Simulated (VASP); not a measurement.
# MoS2 in VASP: further runs

One sheet, MoS2, is run at these levels: PBE+D3(BJ), PBE+D4; tasks: single point.

Program: VASP 6.6.1. These are calculated values, not measurements. Logs are shortened: lines on timing, memory, paths and dates and some standing lists are left out, and cuts for length are marked.

**1. Starting point**

The cell holds a sheet with vacuum, 3 atoms: a = 3.161 Å, b = 3.161 Å, c = 21.130 Å, α = 90.00°, β = 90.00°, γ = 120.00°.

The cell was built by a generator and needn't be a form met in nature.

**2. Single point, PBE+D3(BJ)**

Input file INCAR:

```
ALGO     = Fast           # electronic algorithm
EDIFF    = 1E-6           # SCF threshold, eV
ENCUT    = 520            # plane-wave cutoff, eV
GGA      = PE             # functional
ISIF     = 2              # what is computed and relaxed
ISMEAR   = -1             # smearing method
IVDW     = 12             # dispersion correction
LASPH    = T              # aspherical terms in the spheres
LCHARG   = F              # write CHGCAR
LREAL    = F              # projectors in reciprocal space
LWAVE    = F              # write WAVECAR
NBANDS   = 20             # bands
NELM     = 60             # most SCF steps
PREC     = Accurate       # precision mode
SIGMA    = 0.05           # smearing width, eV
```

Input file KPOINTS:

```
k-points
0
Gamma
  8 8 1
```

Input file POSCAR:

```
MoS2
1.0
    3.1610000000      0.0000000000      0.0000000000
   -1.5805000000      2.7375063014      0.0000000000
    0.0000000000      0.0000000000     21.1300000000
S Mo
2 1
Direct
    0.6666666667      0.3333333333      0.4259346900
    0.6666666667      0.3333333333      0.5740653100
    0.3333333333      0.6666666667      0.5000000000
```

Potentials or basis: VASP PAW PBE potentials, release 64 (S, Mo_sv).

The run is started by

```console
cat potpaw_PBE.64/S/POTCAR potpaw_PBE.64/Mo_sv/POTCAR > POTCAR
mpirun -np 1 vasp_std > vasp.out
```

OUTCAR:

```text
EDIFF = 1E-6
   ENCUT = 520
   GGA = PE
   ISIF = 2
   ISMEAR = -1
   IVDW = 12
   LASPH = T
   LREAL = F
   NELM = 60
   PREC = Accurate
 IVDW          = 12

 ion  position               nearest neighbor table
   1  0.667  0.333  0.426-   3 2.40   3 2.40   3 2.40
   2  0.667  0.333  0.574-   3 2.40   3 2.40   3 2.40
   3  0.333  0.667  0.500-   1 2.40   2 2.40   1 2.40   2 2.40   1 2.40   2 2.40

  LATTYP: Found a hexagonal cell.
 ALAT       =     3.1610000000
 C/A-ratio  =     6.6845934831

  Lattice vectors:

 A1 = (   3.1610000000,   0.0000000000,   0.0000000000)
 A2 = (  -1.5805000000,   2.7375063014,   0.0000000000)
 A3 = (   0.0000000000,   0.0000000000,  21.1300000000)

Analysis of symmetry for initial positions (statically):
=====================================================================
 Subroutine PRICEL returns:
 Original cell was already a primitive cell.

 Routine SETGRP: Setting up the symmetry group for a
 hexagonal supercell.

 Subroutine GETGRP returns: Found 12 space group operations
 (whereof 12 operations were pure point group operations)
 out of a pool of 24 trial point group operations.

The static configuration has the point symmetry D_3h.

Analysis of symmetry for dynamics (positions and initial velocities):
=====================================================================
 Subroutine PRICEL returns:
 Original cell was already a primitive cell.

 Routine SETGRP: Setting up the symmetry group for a
 hexagonal supercell.

 Subroutine GETGRP returns: Found 12 space group operations
 (whereof 12 operations were pure point group operations)
 out of a pool of 24 trial point group operations.

The dynamic configuration has the point symmetry D_3h.

 Subroutine INISYM returns: Found 12 space group operations
 (whereof 12 operations are pure point group operations),
 and found     1 'primitive' translations

----------------------------------------------------------------------------------------

                                     Primitive cell

  volume of cell :     182.8433

  direct lattice vectors                    reciprocal lattice vectors
     3.161000000  0.000000000  0.000000000     0.316355584  0.182647981  0.000000000
    -1.580500000  2.737506301  0.000000000     0.000000000  0.365295963  0.000000000
     0.000000000  0.000000000 21.130000000     0.000000000  0.000000000  0.047326077

  length of vectors
     3.161000000  3.161000000 21.130000000     0.365295963  0.365295963  0.047326077

  position of ions in fractional coordinates (direct lattice)
     0.666666667  0.333333333  0.425934690
     0.666666667  0.333333333  0.574065310
     0.333333333  0.666666667  0.500000000

  ion indices of the primitive-cell ions
   primitive index   ion index
                 1           1
                 2           2
                 3           3

----------------------------------------------------------------------------------------

 KPOINTS: k-points

Automatic generation of k-mesh.
 Grid dimensions read from file:
 generate k-points for:    8    8    1

 Generating k-lattice:

  Cartesian coordinates                     Fractional coordinates (reciprocal lattice)
     0.039544448  0.022830998  0.000000000     0.125000000 -0.000000000  0.000000000
     0.000000000  0.045661995  0.000000000     0.000000000  0.125000000  0.000000000
     0.000000000  0.000000000  0.047326077     0.000000000  0.000000000  1.000000000

  Length of vectors
     0.045661995  0.045661995  0.047326077

  Shift w.r.t. Gamma in fractional coordinates (k-lattice)
     0.000000000  0.000000000  0.000000000

 Subroutine IBZKPT returns following result:
 ===========================================

 Found     10 irreducible k-points:

 Following reciprocal coordinates:
            Coordinates               Weight
  0.000000  0.000000  0.000000      1.000000
  0.125000  0.000000  0.000000      6.000000
  0.250000  0.000000  0.000000      6.000000
  0.375000  0.000000  0.000000      6.000000
  0.500000  0.000000  0.000000      3.000000
  0.125000  0.125000  0.000000      6.000000
  0.250000  0.125000  0.000000     12.000000
  0.375000  0.125000  0.000000     12.000000
  0.250000  0.250000  0.000000      6.000000
  0.375000  0.250000  0.000000      6.000000
   k-points           NKPTS =     10   k-points in BZ     NKDIM =     10   number of bands    NBANDS=     20
   number of dos      NEDOS =    301   number of ions     NIONS =      3
   total plane-waves  NPLWV =  92160
   dimension x,y,z NGX =    24 NGY =   24 NGZ =  160
   dimension x,y,z NGXF=    48 NGYF=   48 NGZF=  320
   ions per type =               2   1
   NGX,Y,Z   is equivalent  to a cutoff of  12.62, 12.62, 12.59 a.u.
   NGXF,Y,Z  is equivalent  to a cutoff of  25.24, 25.24, 25.18 a.u.
 SYSTEM =  unknown system
   PREC   = accura    normal or accurate (medium, high low for compatibility)
   ISTART =      0    job   : 0-new  1-cont  2-samecut
   ICHARG =      2    charge: 1-file 2-atom 10-const
   ISPIN  =      1    spin polarized calculation?
   LNONCOLLINEAR =      F non collinear calculations
   LSORBIT =      F    spin-orbit coupling
   LASPH  =      T    aspherical Exc in radial PAW
   ENCUT  =  520.0 eV  38.22 Ry    6.18 a.u.   5.88  5.88 39.29*2*pi/ulx,y,z
   NELM   =     60;   NELMIN=  2; NELMDL= -5     # of ELM steps
   EDIFF  = 0.1E-05   stopping-criterion for ELM
   LREAL  =      F    real-space projection
   EDIFFG = 0.1E-04   stopping-criterion for IOM
   NSW    =      0    number of steps for IOM
   IBRION =     -1    ionic relax: 0-MD 1-quasi-New 2-CG
   NFREE  =      0    steps in history (QN), initial steepest desc. (CG)
   ISIF   =      2    stress and relaxation
   ISYM   =      2    0-nonsym 1-usesym 2-fastsym
   POTIM  = 0.5000    time-step for ionic-motion
   TEBEG  =    0.0;   TEEND  =   0.0 temperature during run
   PSTRESS=    0.0 pullay stress
   NELECT =      26.0000    total number of electrons
   NUPDOWN=      -1.0000    fix difference up-down
   EMIN   =  10.00;   EMAX   =-10.00  energy-range for DOS
   EFERMI =   0.00;   METHOD = LEGACY
   ISMEAR =    -1;   SIGMA  =   0.05  broadening in eV -4-tet -1-fermi 0-gaus
   EFERMI_NEDOS =   21; number of points for ismear=-14 and -15
   IALGO  =     68    algorithm
   IMIX   =      4    mixing-type and parameters
     AMIX     =   0.40;   BMIX     =  1.00
     AMIX_MAG =   1.60;   BMIX_MAG =  1.00
  volume/ion in A,a.u.               =      60.95       411.30
  Fermi-wavevector in a.u.,A,eV,Ry     =   0.854489  1.614749  9.934303  0.730151
  Thomas-Fermi vector in A             =   1.971093
   LORBIT       =      0    0 simple, 1 ext, 2 COOP (PROOUT), +10 PAW based schemes
   GGA     = PE    functional components
   LHFCALC =     F    Hartree Fock is set to
   AEXX    =    0.0000 exact exchange contribution
   IVDW    =    12    specifies the selected vdW correction
   LEPSILON=     F    determine dielectric tensor
   LRPA    =     F    only Hartree local field effects (RPA)
 non-spin polarized calculation
 RMM-DIIS sequential band-by-band and
  energy-cutoff  :      520.00
  volume of cell :      182.84
 maximum number of plane-waves:      4956
 NGX is ok and might be reduce to    24
   NGX = 11   NGY = 11   NGZ = 79

 number of electron      26.0000000 magnetization

 Free energy of the ion-electron system (eV)
  ---------------------------------------------------
  ext. energy  EPLUGINS =         0.00000000
  ---------------------------------------------------
  free energy    TOTEN  =       -21.84707666 eV

  energy without entropy =      -21.84707666  energy(sigma->0) =      -21.84707666

 E-fermi :  -1.2653     XC(G=0):  -3.6684

 val. band max:       -2.2360078406   @ k =   0.0000   0.0000   0.0000
 cond. band min:      -0.2439075635   @ k =   0.3750   0.2500   0.0000
 fundamental gap:      1.9921002771
 Fermi energy:        -1.2653002626

 k-point     1 :       0.0000    0.0000    0.0000
  band No.  band energies     occupation
      1     -63.0142      2.00000
      2     -37.1693      2.00000
      3     -36.9398      2.00000
      4     -36.9398      2.00000
      5     -16.3148      2.00000
      6     -15.0091      2.00000
[... 12 lines left out ...]
     19       3.4105      0.00000
     20       4.0427      0.00000

 k-point     2 :       0.1250    0.0000    0.0000
  band No.  band energies     occupation
      1     -63.0082      2.00000
      2     -37.1575      2.00000
      3     -36.9995      2.00000
      4     -36.9534      2.00000
      5     -16.0814      2.00000
      6     -14.9122      2.00000
[... 12 lines left out ...]
     19       3.7176      0.00000
     20       5.0572      0.00000

 k-point     3 :       0.2500    0.0000    0.0000
  band No.  band energies     occupation
      1     -62.9937      2.00000
      2     -37.1413      2.00000
      3     -37.1292      2.00000
      4     -36.9860      2.00000
      5     -15.4649      2.00000
      6     -14.6579      2.00000
[... 12 lines left out ...]
     19       4.5749      0.00000
     20       5.2153      0.00000

 k-point     4 :       0.3750    0.0000    0.0000
  band No.  band energies     occupation
      1     -62.9792      2.00000
      2     -37.2801      2.00000
      3     -37.1006      2.00000
      4     -37.0183      2.00000
      5     -14.7349      2.00000
      6     -14.3664      2.00000
[... 107 lines left out ...]
 k-point     9 :       0.2500    0.2500    0.0000
  band No.  band energies     occupation
      1     -62.9732      2.00000
      2     -37.2637      2.00000
      3     -37.1075      2.00000
      4     -37.0888      2.00000
      5     -14.4081      2.00000
      6     -14.2079      2.00000
[... 12 lines left out ...]
     19       6.2178      0.00000
     20       6.4943      0.00000

 k-point    10 :       0.3750    0.2500    0.0000
  band No.  band energies     occupation
      1     -62.9689      2.00000
      2     -37.2684      2.00000
      3     -37.1532      2.00000
      4     -37.0804      2.00000
      5     -14.1508      2.00000
      6     -14.0918      2.00000
[... 12 lines left out ...]
     19       6.0729      0.00000
     20       7.2872      0.00000

------------------------ aborting loop because EDIFF is reached ----------------------------------------

 Edisp (eV)   -0.95434

 E8    (eV) :    -0.4128

  FORCE on cell =-STRESS in cart. coord.  units (eV):
  Direction    XX          YY          ZZ          XY          YZ          ZX
  --------------------------------------------------------------------------------------
  -------------------------------------------------------------------------------------
  Total      -0.23806    -0.23806    -0.05858     0.00000    -0.00000    -0.00000
  in kB      -2.08602    -2.08602    -0.51331     0.00000    -0.00000    -0.00000
  external pressure =       -1.56 kB  Pullay stress =        0.00 kB

 VOLUME and BASIS-vectors are now :
 -----------------------------------------------------------------------------
  energy-cutoff  :      520.00
  volume of cell :      182.84
      direct lattice vectors                 reciprocal lattice vectors
     3.161000000  0.000000000  0.000000000     0.316355584  0.182647981  0.000000000
    -1.580500000  2.737506301  0.000000000     0.000000000  0.365295963  0.000000000
     0.000000000  0.000000000 21.130000000     0.000000000  0.000000000  0.047326077

 POSITION                                       TOTAL-FORCE (eV/Angst)
 -----------------------------------------------------------------------------------
      1.58050      0.91250      9.00000        -0.000000      0.000000      0.009858
      1.58050      0.91250     12.13000        -0.000000      0.000000     -0.009858
     -0.00000      1.82500     10.56500         0.000000     -0.000000      0.000000
 -----------------------------------------------------------------------------------
    total drift:                                0.000000     -0.000000     -0.000000

  FREE ENERGIE OF THE ION-ELECTRON SYSTEM (eV)
  ---------------------------------------------------
  free  energy   TOTEN  =       -22.8014130602 eV

  energy  without entropy=      -22.8014130595  energy(sigma->0) =      -22.80141306
```

Wall time 99 s (1 thread of Intel Xeon Platinum 8488C (Sapphire Rapids), shared host); peak memory 0.3 GiB.

Results:

```
Free energy                : -22.8014 eV
Largest force              : 0.010 eV/Å
Band gap on the k mesh     : 1.99 eV, indirect (least direct gap 2.06 eV)
Dispersion energy per atom : -0.318 eV
```

Forces in eV/Å, atoms in the order of the input:
```
S    0.000  0.000  0.010
S    0.000  0.000 -0.010
Mo   0.000  0.000  0.000
```

**3. Single point, PBE+D4**

INCAR, as its differences from that of step 2:

```diff
@@ -6,3 +6,3 @@
 ISMEAR   = -1             # smearing method
-IVDW     = 12             # dispersion correction
+IVDW     = 13             # dispersion correction
 LASPH    = T              # aspherical terms in the spheres
```

KPOINTS is that of step 2.

POSCAR is that of step 2.

Potentials or basis: VASP PAW PBE potentials, release 64 (S, Mo_sv).

The run is started by

```console
cat potpaw_PBE.64/S/POTCAR potpaw_PBE.64/Mo_sv/POTCAR > POTCAR
mpirun -np 1 vasp_std > vasp.out
```

It took 70 s on 1 thread of Intel Xeon Platinum 8488C (Sapphire Rapids), shared host; peak memory 0.29 GiB.

It converged, with:

```
Free energy                : -22.8555 eV
Largest force              : 0.050 eV/Å
Band gap on the k mesh     : 1.99 eV, indirect (least direct gap 2.06 eV)
Dispersion energy per atom : -0.336 eV
```

Forces in eV/Å, atoms in the order of the input:
```
S    0.000  0.000  0.050
S    0.000  0.000 -0.050
Mo   0.000  0.000  0.000
```

Levels at points of the mesh, in eV from the valence-band top:
```tsv
k point	band 10	band 11	band 12	band 13	band 14	band 15	band 16	band 17
(0.00, 0.00, 0.00)	-1.77	-1.40	-1.40	0.00	2.88	2.88	3.12	3.12
(0.50, 0.00, 0.00)	-3.10	-1.86	-0.86	-0.58	2.39	2.89	3.98	4.43
```

A hybrid or GW would open this gap; PBE tends to underestimate it.
